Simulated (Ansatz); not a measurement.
An input for Ansatz 0.2.0 (CdO (Monteponite)):

File input.yaml:

```yaml
crystal:
  lattice:
    - [0.0, 2.3495, 2.3495]
    - [2.3495, 0.0, 2.3495]
    - [2.3495, 2.3495, 0.0]
  atoms:
    - { symbol: Cd, position_ang: [0.0, 0.0, 0.0] }
    - { symbol: O, position_ang: [2.3495, 2.3495, 2.3495] }
hamiltonian:
  xc: hse06
  pseudopotentials: { kind: nc }
  dispersion: d2
kpoints:
  mp_grid: { grid: [6, 6, 6] }
scf:
  occupations: { method: tetrahedron }
  n_extra_bands: 6
output:
  forces: true
  stress: true
  dos: { projected: true, de: 0.05 }
```

Potentials or basis: Ansatz NC.

Run with:

```bash
$ ansatz run input.yaml --threads 1 --pin off --max-ram 2560MiB --backend cpu --events-out ev --progress --plain --runs-dir out
```

Task: Does this run start?

Result: The run stopped without a result. It printed:

Output:

```text
Error: YAML parse error: error: line 12 column 15: hamiltonian.dispersion: `d2` is not `none`, `rvv10`, `d3bj`, `d3bjatm`, `d4` or a map `{method: …, s8: …, a1: …, a2_bohr: …}` (numbers without units, a2 in bohr) or `{method: …, functional: …}`
  --> <input>:12:15
   |
10 |   xc: hse06
11 |   pseudopotentials: { kind: nc }
12 |   dispersion: d2
   |               ^ hamiltonian.dispersion: `d2` is not `none`, `rvv10`, `d3bj`, `d3bjatm`, `d4` or a map `{method: …, s8: …, a1: …, a2_bohr: …}` (numbers without units, a2 in bohr) or `{method: …, functional: …}`
13 | kpoints:
14 |   mp_grid: { grid: [6, 6, 6] }
   |
```
